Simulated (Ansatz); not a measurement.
# Mo: the cost of one run

Method: DFT PBEsol, scalar-relativistic, plane waves, PAW, in Ansatz 0.2.0.

The COD entry's cell or inner coordinates are ideal or old and differ from later refinements, so a difference from it is no clean test against experiment.

1 further run of the same task is left out (set aside as unsound or not needed).

### 1 Starting point

It takes space group Im-3m (No. 229, cubic). The conventional cell has a = 3.142 Å, b = 3.142 Å, c = 3.142 Å, α = 90.00°, β = 90.00°, γ = 90.00°. Mo (site symmetry m-3m) has 8 Mo at 2.72 Å as nearest neighbours.

Coordinates:

```cif
data_structure
_symmetry_space_group_name_H-M 'Im-3m'
_symmetry_Int_Tables_number 229
_cell_length_a 3.1420
_cell_length_b 3.1420
_cell_length_c 3.1420
_cell_angle_alpha 90.000
_cell_angle_beta 90.000
_cell_angle_gamma 90.000
_cell_volume 31.02
loop_
_atom_site_label
_atom_site_type_symbol
_atom_site_symmetry_multiplicity
_atom_site_Wyckoff_symbol
_atom_site_fract_x
_atom_site_fract_y
_atom_site_fract_z
_atom_site_occupancy
Mo1 Mo 2 a 0.00000 0.00000 0.00000 1
```

The structure comes from the Crystallography Open Database.

### 2 A distortion of lower symmetry

What differs from the listed cell: strain xx, yy, zz, yz, xz, xy = +0.7, +3.7, +3.7, +0.0, +0.0, +0.0 %.

Input file input.yaml:

```yaml
crystal:
  lattice:
    - [-1.58204413, 1.62917413, 1.62917413]
    - [1.58204413, -1.62917413, 1.62917413]
    - [1.58204413, 1.62917413, -1.62917413]
  atoms:
    - { symbol: Mo, position: [0.0, 0.0, 0.0] }
basis:
  ecutwfc: 420
kpoints:
  mp_grid: { grid: [16, 16, 16] }
hamiltonian:
  xc: pbesol
scf:
  occupations: { method: gaussian, width: 0.1 }
output:
  forces: true
  stress: true
  eigenvalues: true
  populations: true
```

Run with:

```console
ansatz run input.yaml --threads 1 --pin off --max-ram 1331MiB --backend cpu --events-out ev --progress --plain --runs-dir out
```

Q: Estimate wall time and peak memory on 1 thread of an x86-64 CPU, shared host.

About 4.7 s, with a peak of 0.36 GiB.
